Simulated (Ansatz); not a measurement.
A generator proposed this cell of FePt.

Space group P6_3/mmc (No. 194). a = 3.675 Å, b = 3.675 Å, c = 4.853 Å, α = 90.00°, β = 90.00°, γ = 120.00°
```csv
atom,site,symmetry,x,y,z
Fe,2b,-6m2,0.0000,0.0000,0.2500
Pt,2d,-6m2,0.3333,0.6667,0.7500
```

The calculation used DFT PBE, scalar-relativistic, plane waves, PAW (Ansatz 0.2.0). Cutoff 420 eV; k points 6×6×4 on the computed 4-atom cell (Γ-centred); Gaussian smearing, width 0.10 eV; collinear spin from starting moments 4.0 4.0 0.0 0.0 μB.

Energies over the elements count from the elements' standard structures at the same level, with no fitted energy shifts.

Task: What does a single point on this coarse mesh give?

Result: The pressure is 57.7 GPa (the mean over three directions, positive in compression), the largest force is 0.00 eV/Å (symmetry fixes the atoms), and the energy is +1.49 eV/atom against the elements. The shortest distance is 2.12 Å.

Task: How much does it gain on relaxing, and where does it end?

Result: Relaxing gains about 0.87 eV/atom (the start's value is from the coarse mesh, so the gain is rough) in 14 ionic steps and ends at +0.63 eV/atom on the finer mesh. The symmetry stays P6_3/mmc (No. 194). The volume per atom grows by 19.9 %, from 14.2 to 17.0 Å³. The shortest distance goes from 2.12 Å (Fe–Pt) to 2.25 Å (Fe–Fe). The ratio c/a of the conventional cell changes by a factor of 0.81. Conventional cell: a = 4.180 Å, c = 4.498 Å. Around Fe lie 2 Fe at 2.25 Å and 3 Pt at 2.41 Å; around Pt lie 3 Fe at 2.41 Å.

The last run used collinear spin, a 12×12×10 mesh (in the run's order of axes) for its 4-atom cell and Gaussian smearing of 0.10 eV. These runs have no spin–orbit coupling, which can matter for Pt. Another magnetic order may lie lower. The relaxation can't lower the symmetry of the start. A structure relaxed within its symmetry needn't be a true minimum. Another cell of FePt relaxed alike, in P4/mmm (a cell as deposited in COD), lies 0.86 eV/atom lower, so this cell isn't the stable form at this level.
